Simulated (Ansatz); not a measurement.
**HgTe: band gap under strain**

How does strain move the band edges of the known phase of HgTe with 2 atoms a cell, and do the functionals agree on it? States: -2.8 % equal strain in all directions; +5.7 % biaxial strain in x and y, z held.

Code: Ansatz 0.2.0. PAW datasets, plane waves. No spin polarisation and no zero-point or thermal motion.

**1. Starting point**

The unstrained cell was relaxed with r2SCAN; in each strained cell the atoms were relaxed again with r2SCAN. Names of k-points are those of the unstrained zone, where strain can split equivalent points. First state: -2.8 % equal strain in all directions.

Space group F-43m (No. 216), cubic; a = 6.396 Å in the conventional setting, 32.70 Å³ an atom. Hg has 4 Te at 2.77 Å; Te has 4 Hg at 2.77 Å.

The structure in full:

```xyz
2
Lattice="0.0000 3.1978 3.1978 3.1978 0.0000 3.1978 3.1978 3.1978 0.0000" Properties=species:S:1:pos:R:3 pbc="T T T"
Hg    0.0000    0.0000    0.0000
Te    1.5989    1.5989    1.5989
```

**2. -2.8 % equal strain in all directions: PBE**

Contents of input.yaml:

```yaml
crystal:
  lattice:
    - [0.0, 3.1977575874, 3.1977575874]
    - [3.1977575874, 0.0, 3.1977575874]
    - [3.1977575874, 3.1977575874, 0.0]
  atoms:
    - { symbol: Hg, position: [0.0, 0.0, 0.0] }
    - { symbol: Te, position: [0.25, 0.25, 0.25] }
kpoints:
  mp_grid: { grid: [6, 6, 6] }
  band_path:
    path:
      - [0.0, 0.0, 0.0]
      - [-0.5, -0.5, 0.0]
      - [-0.375, -0.375, 0.25]
      - [-0.375, 0.0, 0.375]
      - [0.0, 0.0, 0.5]
      - [-0.5, -0.25, 0.25]
    npoints: 1
hamiltonian:
  xc: pbe
scf:
  occupations: { method: fermi_dirac, width: 0.02 }
  n_extra_bands: 4
output:
  forces: true
  stress: true
  eigenvalues: true
```

On the command line:

```
> ansatz run input.yaml --threads 4 --pin off --max-ram 5529MiB --backend cpu --events-out ev --progress --plain --runs-dir out
```

Further steps of the session: -2.8 % equal strain in all directions: r2SCAN; -2.8 % equal strain in all directions: HSE06; +5.7 % biaxial strain in x and y, z held: PBE; +5.7 % biaxial strain in x and y, z held: r2SCAN; +5.7 % biaxial strain in x and y, z held: HSE06.

**Question.** What will these runs give?

**Answer**, as computed:

Least gap in eV (negative: overlap):

```
                                   state   PBE  r2SCAN  HSE06
   -2.8 % equal strain in all directions  0.00    0.00   0.14
+5.7 % biaxial strain in x and y, z held  0.00    0.03   0.03
```

Under -2.8 % equal strain in all directions PBE gives no gap, or under 0.02 eV, while HSE06 has one. Spin-orbit coupling is left out of the table, though the cell holds Hg (Z = 80); in an element this heavy it can shift bands and gaps by tenths of an eV.
